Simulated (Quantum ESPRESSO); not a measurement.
A run of Quantum ESPRESSO 7.5 is set up as follows.

pw.in

```
&CONTROL
  calculation = 'scf'
  prefix = 'pwscf'
  outdir = './tmp'
  pseudo_dir = './pseudo'
  tprnfor = .true.
  tstress = .true.
  disk_io = 'nowf'
/
&SYSTEM
  ibrav = 0
  nat = 4
  ntyp = 2
  ecutwfc = 55
  ecutrho = 440
  nbnd = 14
  occupations = 'smearing'
  smearing = 'fd'
  degauss = 0.00367493
/
&ELECTRONS
  conv_thr = 8d-10
  electron_maxstep = 120
  mixing_beta = 0.5
/
ATOMIC_SPECIES
Mg    24.3050 Mg.pbe-n-kjpaw_psl.0.3.0.UPF
O     15.9990 O.pbe-n-kjpaw_psl.0.1.UPF
CELL_PARAMETERS angstrom
   3.3077869865    0.0000000000    0.0000000000
  -1.6538934933    2.8646275606    0.0000000000
   0.0000000000    0.0000000000    4.9828816700
ATOMIC_POSITIONS crystal
Mg     0.6635620000    0.3496300000    0.4870640000
Mg     0.3227370000    0.6737780000    0.0089120000
O      0.6632130000    0.3311210000    0.9070510000
O      0.3041830000    0.6610780000    0.4125900000
K_POINTS automatic
9 9 6 0 0 0
```

Potentials or basis: SSSP 1.3 efficiency PBE.

Run with:

```sh
$ OMP_NUM_THREADS=1 pw.x -in pw.in > pw.out
```

(1) Predict the pressure.

(2) What does it give for the band gap on the k mesh?

(3) Estimate the largest force.

## Answers

(1) 3.6 GPa.

(2) 3.35 eV, direct.

(3) 1.510 eV/Å.

Caveat: an odd mesh through Γ misses points on the zone boundary, where band edges often lie.
